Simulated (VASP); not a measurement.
# BN (R3m) in VASP: further runs

The runs below take BN through band structure, with PBE.

All numbers are computed with VASP 6.6.1; they aren't measurements. Logs are shortened: lines on timing, memory, paths and dates and some standing lists are left out, and cuts for length are marked.

### 1 The crystal as given

The structure is trigonal, space group R3m (No. 160). The conventional cell has a = 2.502 Å, b = 2.502 Å, c = 10.119 Å, α = 90.00°, β = 90.00°, γ = 120.00°. N (site symmetry 3m) has 3 B at 1.44 Å as nearest neighbours. B (site symmetry 3m) has 3 N at 1.44 Å as nearest neighbours.

The cell is a database's computed one.

### 2 Band structure, PBE

Contents of INCAR:

```
SYSTEM = BN
  PREC = Accurate
  ENCUT = 520
  EDIFF = 1E-7
  ISMEAR = -1
  SIGMA = 0.05
  LREAL = .FALSE.
  LASPH = .TRUE.
  NELM = 60
  ALGO = Fast
  ISIF = 2
  LWAVE = .FALSE.
  LCHARG = .FALSE.
  GGA = PE
  NBANDS = 11
```

Contents of KPOINTS:

```
regular mesh
0
G
  12 12 12
  0 0 0
```

Contents of POSCAR:

```
BN
1.0
    1.2511217832      0.7223354983      3.3729344033
   -1.2511217832      0.7223354983      3.3729344033
    0.0000000000     -1.4446709966      3.3729344033
N B
1 1
Direct
    0.6672382000      0.6672382000      0.6672382000
    0.0003288000      0.0003288000      0.0003288000
```

Contents of KPOINTS_OPT:

```
path GLB1,BZGX,QFP1Z,LP
20
line-mode
reciprocal
 0.0000000000  0.0000000000  0.0000000000  G
 0.5000000000  0.0000000000  0.0000000000  L

 0.5000000000  0.0000000000  0.0000000000  L
 0.5000000000  0.1972419765 -0.1972419765  B1

 0.8027580235  0.5000000000  0.1972419765  B
 0.5000000000  0.5000000000  0.5000000000  Z

 0.5000000000  0.5000000000  0.5000000000  Z
 0.0000000000  0.0000000000  0.0000000000  G

 0.0000000000  0.0000000000  0.0000000000  G
 0.3486209883  0.0000000000 -0.3486209883  X

 0.6513790117  0.3486209883  0.0000000000  Q
 0.5000000000  0.5000000000  0.0000000000  F

 0.5000000000  0.5000000000  0.0000000000  F
 0.6513790117  0.6513790117  0.1972419765  P1

 0.6513790117  0.6513790117  0.1972419765  P1
 0.5000000000  0.5000000000  0.5000000000  Z

 0.5000000000  0.0000000000  0.0000000000  L
 0.8027580235  0.3486209883  0.3486209883  P
```

Potentials or basis: VASP PAW PBE potentials, release 64 (N, B).

Command:

```sh
$ cat potpaw_PBE.64/N/POTCAR potpaw_PBE.64/B/POTCAR > POTCAR
$ mpirun -np 1 vasp_std > vasp.out
```

OUTCAR:

```text
SYSTEM = BN
   PREC = Accurate
   ENCUT = 520
   EDIFF = 1E-7
   ISMEAR = -1
   LREAL = .FALSE.
   LASPH = .TRUE.
   NELM = 60
   ISIF = 2
   GGA = PE

 ion  position               nearest neighbor table
   1  0.667  0.667  0.667-   2 1.44   2 1.44   2 1.44
   2  0.000  0.000  0.000-   1 1.44   1 1.44   1 1.44

  LATTYP: Found a trigonal (rhomboedric) cell.
 ALAT       =     3.6692997666
 COS(alpha) =     0.7674786797

  Lattice vectors:

 A1 = (   1.2511217832,   0.7223354983,   3.3729344033)
 A2 = (  -1.2511217832,   0.7223354983,   3.3729344033)
 A3 = (   0.0000000000,  -1.4446709966,   3.3729344033)

Analysis of symmetry for initial positions (statically):
=====================================================================
 Subroutine PRICEL returns:
 Original cell was already a primitive cell.

 Routine SETGRP: Setting up the symmetry group for a
 trigonal (rhombohedral) supercell.

 Subroutine GETGRP returns: Found  6 space group operations
 (whereof  6 operations were pure point group operations)
 out of a pool of 12 trial point group operations.

The static configuration has the point symmetry C_3v.

Analysis of symmetry for dynamics (positions and initial velocities):
=====================================================================
 Subroutine PRICEL returns:
 Original cell was already a primitive cell.

 Routine SETGRP: Setting up the symmetry group for a
 trigonal (rhombohedral) supercell.

 Subroutine GETGRP returns: Found  6 space group operations
 (whereof  6 operations were pure point group operations)
 out of a pool of 12 trial point group operations.

The dynamic configuration has the point symmetry C_3v.

 Subroutine INISYM returns: Found  6 space group operations
 (whereof  6 operations are pure point group operations),
 and found     1 'primitive' translations

----------------------------------------------------------------------------------------

                                     Primitive cell

  volume of cell :      18.2893

  direct lattice vectors                    reciprocal lattice vectors
     1.251121783  0.722335498  3.372934403     0.399641351  0.230733042  0.098825916
    -1.251121783  0.722335498  3.372934403    -0.399641351  0.230733042  0.098825916
     0.000000000 -1.444670997  3.372934403     0.000000000 -0.461466083  0.098825916

  length of vectors
     3.669299767  3.669299767  3.669299767     0.471929558  0.471929558  0.471929558

  position of ions in fractional coordinates (direct lattice)
     0.667238200  0.667238200  0.667238200
     0.000328800  0.000328800  0.000328800

  ion indices of the primitive-cell ions
   primitive index   ion index
                 1           1
                 2           2

----------------------------------------------------------------------------------------

 KPOINTS: regular mesh

Automatic generation of k-mesh.
 Grid dimensions read from file:
 generate k-points for:   12   12   12

 Generating k-lattice:

  Cartesian coordinates                     Fractional coordinates (reciprocal lattice)
     0.033303446  0.019227753  0.008235493     0.083333333  0.000000000  0.000000000
    -0.033303446  0.019227753  0.008235493     0.000000000  0.083333333  0.000000000
     0.000000000 -0.038455507  0.008235493     0.000000000  0.000000000  0.083333333

  Length of vectors
     0.039327463  0.039327463  0.039327463

  Shift w.r.t. Gamma in fractional coordinates (k-lattice)
     0.000000000  0.000000000  0.000000000

 Subroutine IBZKPT returns following result:
 ===========================================

 Found    189 irreducible k-points:

 Following reciprocal coordinates:
            Coordinates               Weight
  0.000000  0.000000  0.000000      1.000000
  0.083333 -0.000000 -0.000000      6.000000
  0.166667 -0.000000  0.000000      6.000000
  0.250000 -0.000000 -0.000000      6.000000
  0.333333 -0.000000  0.000000      6.000000
  0.416667 -0.000000 -0.000000      6.000000
[... 16 lines left out ...]
  0.500000  0.166667 -0.000000     12.000000
 -0.416667  0.166667  0.000000     12.000000
 [... further k-points ...]
   k-points           NKPTS =    189   k-points in BZ     NKDIM =    189   number of bands    NBANDS=     11
   number of dos      NEDOS =    301   number of ions     NIONS =      2
   total plane-waves  NPLWV =  21952
   dimension x,y,z NGX =    28 NGY =   28 NGZ =   28
   dimension x,y,z NGXF=    56 NGYF=   56 NGZF=   56
   ions per type =               1   1
   NGX,Y,Z   is equivalent  to a cutoff of  12.69, 12.69, 12.69 a.u.
   NGXF,Y,Z  is equivalent  to a cutoff of  25.37, 25.37, 25.37 a.u.
 SYSTEM =  BN
   PREC   = accura    normal or accurate (medium, high low for compatibility)
   ISTART =      0    job   : 0-new  1-cont  2-samecut
   ICHARG =      2    charge: 1-file 2-atom 10-const
   ISPIN  =      1    spin polarized calculation?
   LNONCOLLINEAR =      F non collinear calculations
   LSORBIT =      F    spin-orbit coupling
   LASPH  =      T    aspherical Exc in radial PAW
   ENCUT  =  520.0 eV  38.22 Ry    6.18 a.u.   6.82  6.82  6.82*2*pi/ulx,y,z
   NELM   =     60;   NELMIN=  2; NELMDL= -5     # of ELM steps
   EDIFF  = 0.1E-06   stopping-criterion for ELM
   LREAL  =      F    real-space projection
   EDIFFG = 0.1E-05   stopping-criterion for IOM
   NSW    =      0    number of steps for IOM
   IBRION =     -1    ionic relax: 0-MD 1-quasi-New 2-CG
   NFREE  =      0    steps in history (QN), initial steepest desc. (CG)
   ISIF   =      2    stress and relaxation
   ISYM   =      2    0-nonsym 1-usesym 2-fastsym
   POTIM  = 0.5000    time-step for ionic-motion
   TEBEG  =    0.0;   TEEND  =   0.0 temperature during run
   PSTRESS=    0.0 pullay stress
   NELECT =       8.0000    total number of electrons
   NUPDOWN=      -1.0000    fix difference up-down
   EMIN   =  10.00;   EMAX   =-10.00  energy-range for DOS
   EFERMI =   0.00;   METHOD = LEGACY
   ISMEAR =    -1;   SIGMA  =   0.05  broadening in eV -4-tet -1-fermi 0-gaus
   EFERMI_NEDOS =   21; number of points for ismear=-14 and -15
   IALGO  =     68    algorithm
   IMIX   =      4    mixing-type and parameters
     AMIX     =   0.40;   BMIX     =  1.00
     AMIX_MAG =   1.60;   BMIX_MAG =  1.00
  volume/ion in A,a.u.               =       9.14        61.71
  Fermi-wavevector in a.u.,A,eV,Ry     =   1.242717  2.348395 21.012099  1.544346
  Thomas-Fermi vector in A             =   2.377059
   LORBIT       =      0    0 simple, 1 ext, 2 COOP (PROOUT), +10 PAW based schemes
   GGA     = PE    functional components
   LHFCALC =     F    Hartree Fock is set to
   AEXX    =    0.0000 exact exchange contribution
   IVDW    =     0    specifies the selected vdW correction
   LEPSILON=     F    determine dielectric tensor
   LRPA    =     F    only Hartree local field effects (RPA)
 non-spin polarized calculation
 RMM-DIIS sequential band-by-band and
  energy-cutoff  :      520.00
  volume of cell :       18.29
 maximum number of plane-waves:       517
   NGX = 13   NGY = 13   NGZ = 13

 number of electron       8.0000000 magnetization

 Free energy of the ion-electron system (eV)
  ---------------------------------------------------
  ext. energy  EPLUGINS =         0.00000000
  ---------------------------------------------------
  free energy    TOTEN  =       -17.58097468 eV

  energy without entropy =      -17.58097468  energy(sigma->0) =      -17.58097468

 E-fermi :   3.1886     XC(G=0):  -9.9781

 val. band max:        2.1342905860   @ k =  -0.3333   0.3333   0.0000
 cond. band min:       6.4158908094   @ k =   0.5000   0.5000  -0.0000
 fundamental gap:      4.2816002234
 Fermi energy:         3.1885882314

 k-point     1 :       0.0000    0.0000    0.0000
  band No.  band energies     occupation
      1     -15.6427      2.00000
      2      -2.0453      2.00000
      3       0.8469      2.00000
      4       0.8469      2.00000
      5       7.3037      0.00000
      6      13.8149      0.00000
      7      13.8149      0.00000
      8      15.2773      0.00000
      9      16.8769      0.00000
     10      28.0521      0.00000
     11      30.0612      0.00000

 k-point     2 :       0.0833   -0.0000   -0.0000
  band No.  band energies     occupation
      1     -15.5048      2.00000
      2      -1.8963      2.00000
      3       0.2791      2.00000
      4       0.5900      2.00000
      5       7.5860      0.00000
      6      13.7460      0.00000
      7      14.4080      0.00000
      8      14.8051      0.00000
      9      17.3082      0.00000
     10      28.0954      0.00000
     11      28.5148      0.00000

 k-point     3 :       0.1667   -0.0000    0.0000
  band No.  band energies     occupation
      1     -15.0990      2.00000
      2      -1.4648      2.00000
      3      -1.1346      2.00000
      4      -0.0361      2.00000
      5       8.3283      0.00000
      6      13.4852      0.00000
      7      13.6691      0.00000
      8      16.0199      0.00000
      9      18.3530      0.00000
     10      25.3594      0.00000
     11      27.6343      0.00000

 k-point     4 :       0.2500   -0.0000   -0.0000
  band No.  band energies     occupation
      1     -14.4534      2.00000
      2      -2.9487      2.00000
      3      -0.7620      2.00000
      4      -0.7399      2.00000
      5       9.3349      0.00000
      6      11.8547      0.00000
      7      13.5396      0.00000
      8      18.3032      0.00000
      9      19.4578      0.00000
     10      23.1817      0.00000
     11      26.0242      0.00000

 k-point     5 :       0.3333   -0.0000    0.0000
  band No.  band energies     occupation
      1     -13.6381      2.00000
      2      -4.7446      2.00000
      3      -1.3857      2.00000
      4       0.1703      2.00000
      5       9.4702      0.00000
      6      11.0866      0.00000
      7      13.6576      0.00000
      8      19.5213      0.00000
      9      20.8637      0.00000
     10      22.3140      0.00000
     11      24.8591      0.00000
[... 211 lines left out ...]
 k-point    21 :       0.3333    0.1667    0.0000
  band No.  band energies     occupation
      1     -14.0508      2.00000
      2      -3.3563      2.00000
      3      -1.7421      2.00000
      4      -0.6281      2.00000
      5       9.9633      0.00000
      6      11.8504      0.00000
      7      14.6517      0.00000
      8      17.0930      0.00000
      9      20.4899      0.00000
     10      21.8433      0.00000
     11      26.5598      0.00000

 k-point    22 :       0.4167    0.1667   -0.0000
  band No.  band energies     occupation
      1     -13.2732      2.00000
      2      -4.7396      2.00000
      3      -2.5947      2.00000
      4       0.2561      2.00000
      5       9.0835      0.00000
      6      12.6796      0.00000
      7      15.1812      0.00000
      8      17.6865      0.00000
      9      19.4170      0.00000
     10      22.5630      0.00000
     11      25.4027      0.00000

 k-point    23 :       0.5000    0.1667   -0.0000
  band No.  band energies     occupation
      1     -12.5286      2.00000
      2      -5.9535      2.00000
      3      -3.1084      2.00000
      4       1.2113      2.00000
      5       7.9119      0.00000
      6      13.6180      0.00000
      7      15.4722      0.00000
      8      17.3452      0.00000
      9      19.4830      0.00000
     10      22.4482      0.00000
     11      25.5034      0.00000

 k-point    24 :      -0.4167    0.1667    0.0000
  band No.  band energies     occupation
      1     -12.1993      2.00000
      2      -6.4611      2.00000
      3      -3.2794      2.00000
      4       1.8140      2.00000
      5       7.3107      0.00000
      6      13.6641      0.00000
      7      15.7181      0.00000
      8      16.5483      0.00000
      9      19.8665      0.00000
     10      23.0856      0.00000
     11      25.2839      0.00000

 [... further k-points ...]

------------------------ aborting loop because EDIFF is reached ----------------------------------------

  FORCE on cell =-STRESS in cart. coord.  units (eV):
  Direction    XX          YY          ZZ          XY          YZ          ZX
  --------------------------------------------------------------------------------------
  -------------------------------------------------------------------------------------
  Total        0.4943659      0.4943659      0.2542480      0.0000000      0.0000000      0.0000000
  in kB       43.3073284     43.3073284     22.2725789      0.0000000      0.0000000      0.0000000
  external PRESSURE =      36.2957453 kB  Pullay stress =       0.0000000 kB

 VOLUME and BASIS-vectors are now :
 -----------------------------------------------------------------------------
  energy-cutoff  :      520.00
  volume of cell :       18.29
      direct lattice vectors                 reciprocal lattice vectors
     1.251121783  0.722335498  3.372934403     0.399641351  0.230733042  0.098825916
    -1.251121783  0.722335498  3.372934403    -0.399641351  0.230733042  0.098825916
     0.000000000 -1.444670997  3.372934403     0.000000000 -0.461466083  0.098825916

 POSITION                                       TOTAL-FORCE (eV/Angst)
 -----------------------------------------------------------------------------------
      0.00000      0.00000      6.75165         0.000000      0.000000     -0.002967
      0.00000      0.00000      0.00333         0.000000      0.000000      0.002967
 -----------------------------------------------------------------------------------
    total drift:                               -0.000000      0.000000      0.000129

  FREE ENERGIE OF THE ION-ELECTRON SYSTEM (eV)
  ---------------------------------------------------
  free  energy   TOTEN  =       -17.5809746833 eV

  energy  without entropy=      -17.5809746833  energy(sigma->0) =      -17.58097468
```

Wall time 81 s (1 thread of Intel Xeon Platinum 8259CL at 2.50GHz (Skylake/Cascade Lake), shared host); peak memory 0.19 GiB.

What came out:

| Quantity | Value |
| --- | --- |
| Free energy | -17.5810 eV |
| Pressure | 3.6 GPa |
| Band gap on the k mesh | 4.28 eV, indirect (least direct gap 4.70 eV) |
| Band gap along the path | 4.22 eV, indirect (least direct gap 4.69 eV) |

Forces in eV/Å, atoms in the order of the input:
```
N    0.000  0.000 -0.003
B    0.000  0.000  0.003
```

Levels at the corners of the path, in eV from the valence-band top:
| point | band 1 | band 2 | band 3 | band 4 | band 5 | band 6 | band 7 | band 8 |
| --- | --- | --- | --- | --- | --- | --- | --- | --- |
| Γ | -17.84 | -4.24 | -1.35 | -1.35 | 5.11 | 11.62 | 11.62 | 13.08 |
| L | -14.65 | -8.99 | -4.13 | -0.66 | 5.23 | 9.87 | 13.03 | 14.96 |
| L | -14.65 | -8.99 | -4.13 | -0.66 | 5.23 | 9.87 | 13.03 | 14.96 |
| B1 | -14.10 | -7.99 | -6.93 | -0.43 | 4.76 | 12.38 | 14.07 | 15.96 |
| B | -14.10 | -7.99 | -6.93 | -0.43 | 4.76 | 12.38 | 14.07 | 15.96 |
| Z | -17.58 | -6.19 | -1.36 | -1.36 | 10.06 | 11.55 | 11.55 | 12.18 |
| Z | -17.58 | -6.19 | -1.36 | -1.36 | 10.06 | 11.55 | 11.55 | 12.18 |
| Γ | -17.84 | -4.24 | -1.35 | -1.35 | 5.11 | 11.62 | 11.62 | 13.08 |
| Γ | -17.84 | -4.24 | -1.35 | -1.35 | 5.11 | 11.62 | 11.62 | 13.08 |
| X | -14.04 | -7.97 | -7.12 | -0.16 | 4.59 | 12.31 | 13.84 | 16.39 |
| Q | -14.04 | -7.97 | -7.12 | -0.16 | 4.59 | 12.31 | 13.84 | 16.39 |
| F | -14.58 | -8.86 | -4.18 | -1.23 | 4.22 | 9.86 | 14.20 | 17.50 |
| F | -14.58 | -8.86 | -4.18 | -1.23 | 4.22 | 9.86 | 14.20 | 17.50 |
| P1 | -14.69 | -8.72 | -4.13 | -1.54 | 4.94 | 9.91 | 14.28 | 16.55 |
| P1 | -14.69 | -8.72 | -4.13 | -1.54 | 4.94 | 9.91 | 14.28 | 16.55 |
| Z | -17.58 | -6.19 | -1.36 | -1.36 | 10.06 | 11.55 | 11.55 | 12.18 |
| L | -14.65 | -8.99 | -4.13 | -0.66 | 5.23 | 9.87 | 13.03 | 14.96 |
| P | -14.69 | -8.72 | -4.13 | -1.54 | 4.94 | 9.91 | 14.28 | 16.55 |

(Part 1 of 2 ends here.)
